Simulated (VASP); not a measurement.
# Ni (Fm-3m) in VASP: further runs, part 2 of 2

VASP 6.6.1. Earlier steps stand in the parts before.

**4. Single point, LDA, collinear spin, ferromagnetic start**

INCAR reads:

```
ALGO = Fast
EDIFF = 1E-6
ENCUT = 520
GGA = CA
ISIF = 2
ISMEAR = 0
ISPIN = 2
LASPH = True
LCHARG = False
LMAXMIX = 4
LORBIT = 11
LREAL = False
LWAVE = False
MAGMOM = 1
NELM = 100
PREC = Accurate
SIGMA = 0.02
```

KPOINTS reads:

```
k-points
0
Gamma
  13 13 13
```

POSCAR reads:

```
Ni
1.0
    0.0000000000      1.7375729330      1.7375729330
    1.7375729330      0.0000000000      1.7375729330
    1.7375729330      1.7375729330      0.0000000000
Ni
1
Cartesian
    0.0000000000      0.0000000000      0.0000000000
```

Potentials or basis: VASP PAW LDA potentials, release 54 (Ni).

The run is started by

```
$ cat potpaw_LDA.54/Ni/POTCAR > POTCAR
$ mpirun -np 1 vasp_std > vasp.out
```

OUTCAR:

```text
EDIFF = 1E-6
   ENCUT = 520
   GGA = CA
   ISIF = 2
   ISMEAR = 0
   ISPIN = 2
   LASPH = True
   LORBIT = 11
   LREAL = False
   NELM = 100
   PREC = Accurate

 ion  position               nearest neighbor table
   1  0.000  0.000  0.000-

  LATTYP: Found a face centered cubic cell.
 ALAT       =     3.4751458660

  Lattice vectors:

 A1 = (   0.0000000000,   1.7375729330,   1.7375729330)
 A2 = (   1.7375729330,   0.0000000000,   1.7375729330)
 A3 = (   1.7375729330,   1.7375729330,   0.0000000000)

Analysis of symmetry for initial positions (statically):
=====================================================================
 Subroutine PRICEL returns:
 Original cell was already a primitive cell.

 Routine SETGRP: Setting up the symmetry group for a
 face centered cubic supercell.

 Subroutine GETGRP returns: Found 48 space group operations
 (whereof 48 operations were pure point group operations)
 out of a pool of 48 trial point group operations.

The static configuration has the point symmetry O_h .

Analysis of symmetry for dynamics (positions and initial velocities):
=====================================================================
 Subroutine PRICEL returns:
 Original cell was already a primitive cell.

 Routine SETGRP: Setting up the symmetry group for a
 face centered cubic supercell.

 Subroutine GETGRP returns: Found 48 space group operations
 (whereof 48 operations were pure point group operations)
 out of a pool of 48 trial point group operations.

The dynamic configuration has the point symmetry O_h .

Analysis of structural, dynamic, and magnetic symmetry:
=====================================================================
 Subroutine PRICEL returns:
 Original cell was already a primitive cell.

 Routine SETGRP: Setting up the symmetry group for a
 face centered cubic supercell.

 Subroutine GETGRP returns: Found 48 space group operations
 (whereof 48 operations were pure point group operations)
 out of a pool of 48 trial point group operations.

The overall configuration has the point symmetry O_h .

 Subroutine INISYM returns: Found 48 space group operations
 (whereof 48 operations are pure point group operations),
 and found     1 'primitive' translations

----------------------------------------------------------------------------------------

                                     Primitive cell

  volume of cell :      10.4920

  direct lattice vectors                    reciprocal lattice vectors
     0.000000000  1.737572933  1.737572933    -0.287757705  0.287757705  0.287757705
     1.737572933  0.000000000  1.737572933     0.287757705 -0.287757705  0.287757705
     1.737572933  1.737572933  0.000000000     0.287757705  0.287757705 -0.287757705

  length of vectors
     2.457299207  2.457299207  2.457299207     0.498410966  0.498410966  0.498410966

  position of ions in fractional coordinates (direct lattice)
     0.000000000  0.000000000  0.000000000

  ion indices of the primitive-cell ions
   primitive index   ion index
[... 673 lines left out ...]
      5       9.1178      1.00000
      6      11.0818      0.00000
      7      21.4007      0.00000
      8      23.3520      0.00000
      9      26.6207      0.00000
     10      31.4750      0.00000

 [... further k-points ...]

 spin component 2

 k-point     1 :       0.0000    0.0000    0.0000
  band No.  band energies     occupation
      1       0.3604      1.00000
      2       7.7271      1.00000
      3       7.7271      1.00000
      4       7.7271      1.00000
      5       8.8923      1.00000
      6       8.8923      1.00000
      7      33.6281      0.00000
      8      37.7321      0.00000
      9      37.7321      0.00000
     10      37.7321      0.00000
[... 495 lines left out ...]
 k-point    40 :       0.4615    0.3077    0.0000
  band No.  band energies     occupation
      1       5.3701      1.00000
      2       6.1511      1.00000
      3       8.2152      1.00000
      4       9.0452      1.00000
      5       9.7816      0.00000
      6      11.4627      0.00000
      7      21.5760      0.00000
      8      23.5375      0.00000
      9      26.7263      0.00000
     10      31.6451      0.00000

 [... further k-points ...]

------------------------ aborting loop because EDIFF is reached ----------------------------------------

 total charge

# of ion       s       p       d       tot
------------------------------------------
    1        0.515   0.529   8.343   9.386

 magnetization (x)

# of ion       s       p       d       tot
------------------------------------------
    1       -0.004  -0.018   0.637   0.615

    CHARGE:  cpu time      0.0000: real time      0.0466
    FORLOC:  cpu time      0.0000: real time      0.0005
    FORNL :  cpu time      0.0000: real time      0.0772
    STRESS:  cpu time      0.0000: real time      0.1489
    FORCOR:  cpu time      0.0000: real time      0.0048
    FORHAR:  cpu time      0.0000: real time      0.0023
    MIXING:  cpu time      0.0000: real time      0.0014
    OFIELD:  cpu time      0.0000: real time      0.0000

  FORCE on cell =-STRESS in cart. coord.  units (eV):
  Direction    XX          YY          ZZ          XY          YZ          ZX
  --------------------------------------------------------------------------------------
  -------------------------------------------------------------------------------------
  Total       -0.6752887     -0.6752887     -0.6752887      0.0000000      0.0000000     -0.0000000
  in kB     -103.1195380   -103.1195380   -103.1195380      0.0000000      0.0000000     -0.0000000
  external PRESSURE =    -103.1195380 kB  Pullay stress =       0.0000000 kB

 VOLUME and BASIS-vectors are now :
 -----------------------------------------------------------------------------
  energy-cutoff  :      520.00
  volume of cell :       10.49
      direct lattice vectors                 reciprocal lattice vectors
     0.000000000  1.737572933  1.737572933    -0.287757705  0.287757705  0.287757705
     1.737572933  0.000000000  1.737572933     0.287757705 -0.287757705  0.287757705
     1.737572933  1.737572933  0.000000000     0.287757705  0.287757705 -0.287757705

  length of vectors
     2.457299207  2.457299207  2.457299207     0.498410966  0.498410966  0.498410966

 FORCES acting on ions
    electron-ion (+dipol)            ewald-force                    non-local-force                 convergence-correction
 -----------------------------------------------------------------------------------------------
   -.879E-14 -.107E-14 -.886E-14   0.139E-14 -.254E-15 0.647E-15   0.000E+00 0.000E+00 0.000E+00   0.163E-13 -.845E-14 0.236E-14
 -----------------------------------------------------------------------------------------------
   -.879E-14 -.107E-14 -.886E-14   0.139E-14 -.254E-15 0.647E-15   0.000E+00 0.000E+00 0.000E+00   0.163E-13 -.845E-14 0.236E-14

 POSITION                                       TOTAL-FORCE (eV/Angst)
 -----------------------------------------------------------------------------------
      0.00000      0.00000      0.00000         0.000000      0.000000      0.000000
 -----------------------------------------------------------------------------------
    total drift:                                0.000000     -0.000000     -0.000000

--------------------------------------------------------------------------------------------------------

  FREE ENERGIE OF THE ION-ELECTRON SYSTEM (eV)
  ---------------------------------------------------
  free  energy   TOTEN  =        -6.5664536313 eV

  energy  without entropy=       -6.5660893044  energy(sigma->0) =       -6.56627147

--------------------------------------------------------------------------------------------------------

    POTLOK:  cpu time      0.0000: real time      0.0450

--------------------------------------------------------------------------------------------------------

     LOOP+:  cpu time      0.0000: real time      9.7574
    4ORBIT:  cpu time      0.0000: real time      0.0000

 total charge

# of ion       s       p       d       tot
------------------------------------------
    1        0.515   0.529   8.343   9.386

 magnetization (x)

# of ion       s       p       d       tot
------------------------------------------
    1       -0.004  -0.018   0.637   0.615

 total amount of memory used by VASP MPI-rank0    47713. kBytes
=======================================================================

   base                                    :      30000. kBytes
   nonl-proj                               :       3585. kBytes
   fftplans                                :       1676. kBytes
   grid                                    :       3981. kBytes
   one-center                              :         31. kBytes
   wavefun                                 :       8440. kBytes

 General timing and accounting informations for this job:
 ========================================================
```

stdout:

```text
POSCAR found type information on POSCAR Ni
 POSCAR found :  1 types and       1 ions
 scaLAPACK will be used
 LDA part: xc-table for (Slater(with rela. corr.)+CA(PZ))
 , standard interpolation
 POSCAR, INCAR and KPOINTS ok, starting setup
 FFT: planning ... GRIDC
 FFT: planning ... GRID_SOFT
 FFT: planning ... GRID
 WAVECAR not read
 entering main loop
```

It took 11 s on 1 thread of Intel Xeon Platinum 8559C (Emerald Rapids), shared host; peak memory 0.12 GiB.

What came out:

- Free energy: -6.5665 eV
- Pressure: -10.3 GPa
- Band gap on the k mesh: none (metal or under the smearing width)
- Net moment: 0.61 μB per cell
- Site moments: Ni +0.61 μB
- Valence electrons inside the program's atomic spheres: Ni 9.39

**5. Single point, LDA, collinear spin, ferromagnetic start**

run.py reads:

```python
from ase.calculators.vasp import Vasp
from ase.dft.bandgap import bandgap
from ase.io import read

atoms = read('POSCAR')
atoms.set_initial_magnetic_moments([1.0])
calc = Vasp(
    directory='calc',
    xc='lda',
    pp='LDA',
    setups='recommended',
    pp_version='54',
    prec='Accurate',
    encut=520,
    ediff=1e-06,
    ismear=0,
    sigma=0.02,
    lreal=False,
    lasph=True,
    nelm=100,
    algo='Fast',
    isif=2,
    lwave=False,
    lcharg=False,
    ispin=2,
    lorbit=11,
    lmaxmix=4,
    kpts=[13, 13, 13],
    gamma=True,
)
atoms.calc = calc

print('energy (eV):', atoms.get_potential_energy())
print('free energy (eV):', atoms.get_potential_energy(force_consistent=True))
print('forces (eV/A):')
print(atoms.get_forces())
print('stress (eV/A^3, Voigt):', atoms.get_stress())
print('Fermi level (eV):', calc.get_fermi_level())
print('moment (muB):', atoms.get_magnetic_moment())
print('site moments (muB):', atoms.get_magnetic_moments())
gap, top, bottom = bandgap(calc)
print('band gap (eV):', gap, 'from (spin, k, band)', top, 'to', bottom)
```

POSCAR: that of step 4 with these lines changed.

```diff
@@ -7,3 +7,3 @@
 1
-Cartesian
+Direct
     0.0000000000      0.0000000000      0.0000000000
```

Potentials or basis: VASP PAW LDA potentials, release 54 (Ni).

The run is started by

```
$ python run.py
```

What it wrote:

```text
energy (eV): -6.56627147
free energy (eV): -6.56645363
forces (eV/A):
[[0. 0. 0.]]
stress (eV/A^3, Voigt): [ 0.06436215  0.06436215  0.06436215 -0.          0.          0.        ]
Fermi level (eV): 9.55482084
moment (muB): 0.6128557
site moments (muB): [0.615]
band gap (eV): 0.0 from (spin, k, band) (None, None, None) to (None, None, None)
```

OUTCAR:

```text
ENCUT = 520.000000
   EDIFF = 1.00e-06
   PREC = Accurate
   ISIF = 2
   ISMEAR = 0
   ISPIN = 2
   LORBIT = 11
[... 1370 lines left out ...]
    1       -0.004  -0.018   0.637   0.615

 total amount of memory used by VASP MPI-rank0    47713. kBytes
=======================================================================

   base                                    :      30000. kBytes
   nonl-proj                               :       3585. kBytes
   fftplans                                :       1676. kBytes
   grid                                    :       3981. kBytes
   one-center                              :         31. kBytes
   wavefun                                 :       8440. kBytes

 General timing and accounting informations for this job:
 ========================================================
```

INCAR:

```text
ENCUT = 520.000000
SIGMA = 0.020000
EDIFF = 1.00e-06
ALGO = Fast
PREC = Accurate
ISIF = 2
ISMEAR = 0
ISPIN = 2
LMAXMIX = 4
LORBIT = 11
NELM = 100
LASPH = .TRUE.
LCHARG = .FALSE.
LWAVE = .FALSE.
LREAL = .FALSE.
MAGMOM = 1*1.0000
```

Wall time 14 s (1 thread of Intel Xeon Platinum 8559C (Emerald Rapids), shared host); peak memory 0.12 GiB.

What came out:

| Item | Value |
| --- | --- |
| Free energy | -6.5665 eV |
| Pressure | -10.3 GPa |
| Band gap on the k mesh | none (metal or under the smearing width) |
| Net moment | 0.61 μB per cell |
| Site moments | Ni +0.61 μB |
| Valence electrons inside the program's atomic spheres | Ni 9.39 |
